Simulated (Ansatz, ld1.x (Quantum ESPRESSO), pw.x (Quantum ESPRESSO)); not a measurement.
## From atom to crystal: TM potential for strontium

strontium (Sr), norm-conserving Troullier–Martins (Kleinman–Bylander form), made with ld1.x (Quantum ESPRESSO) 7.5 (PBE, scalar-relativistic). Core [Kr], reference 4d0 5s2 5p0. Waves: 5p (bound, empty): rc 4.20 bohr; 4d (bound, empty): rc 2.05 bohr; 5s (bound): rc 2.75 bohr. Local part: the s channel. Core correction: Bessel-smoothed model core, default radius (core density twice the valence density).

Atomic tests: cutoffs needed: 8 Ry and 18 Ry (the cutoffs (Ry, on a coarse ladder) from which the occupation-weighted sum of valence levels, in a spherical-Bessel basis at the reference potential, stays within 10 and 1 mRy of its value at 400 Ry) The cutoffs count occupied waves only; the empty 4d level needs 18 Ry at the loose tolerance.; ghost test: no extra level below or beside the all-electron valence levels (p, d, s, f tested) (spherical-Bessel basis up to 400 Ry, 20 bohr box); largest excitation error: -50 meV (all-electron minus pseudo) for 4d1 5s0 5p0, out of 7 test configurations.

Crystal test: bcc Sr in pw.x 7.5, no spin, 10³ k-points, Fermi–Dirac smearing 0.01 Ry, cutoffs 50/200 Ry. The reference is all-electron LAPW (Ansatz 0.2.0) with the same functional, mesh and smearing; V0 and B0 come from Birch–Murnaghan fits to the pressures at five volumes. Errors are pseudo minus all-electron; Δ is the rms difference of the E(V) curves that follow from these fits, minima aligned, over ±6 % about the mean V0. Mesh and smearing are coarse, so the numbers serve the comparison and aren't converged zero-temperature values; the lattice is a test structure that the element need not adopt.

```json
{"V (Å³/atom)": "51.857", "P all-electron (GPa)": "0.64", "P pseudo (GPa)": "0.65"}
{"V (Å³/atom)": "53.221", "P all-electron (GPa)": "0.31", "P pseudo (GPa)": "0.30"}
{"V (Å³/atom)": "54.586", "P all-electron (GPa)": "0.01", "P pseudo (GPa)": "-0.01"}
{"V (Å³/atom)": "55.951", "P all-electron (GPa)": "-0.27", "P pseudo (GPa)": "-0.30"}
{"V (Å³/atom)": "57.315", "P all-electron (GPa)": "-0.51", "P pseudo (GPa)": "-0.55"}
```

All-electron: a0 = 4.780 Å (V0 = 54.61 Å³/atom), B0 = 11.4 GPa.

Pseudopotential: mean pressure error (GPa): -0.02; a0 (Å): 4.777; a0 error (%): -0.06; B0 error (%): +4.9; Δ (meV/atom): 0.3. The largest radius (4.20 bohr) exceeds half the bond length (3.91 bohr), so the spheres overlap, which is one possible source of error among others. The logarithmic derivative shows an extra or strongly shifted pseudo pole above the reference energy (s near 1.37 Ry).

**Question.** At the middle volume, how do free energy and pressure move when the wave cutoff is lowered (ecutrho kept at four times it)?

**Answer.**

```
cutoff (Ry)  shift of F (meV/atom)  shift of P (GPa)
         22                   +8.4             -0.07
         30                   +1.4             -0.02
         40                   +0.5             +0.00
```

The run at the middle volume (47 k-points, 6 iterations) took about 8.8 s on one core of a shared host (Neoverse-V1, 32 threads, 247 GiB, load 35).
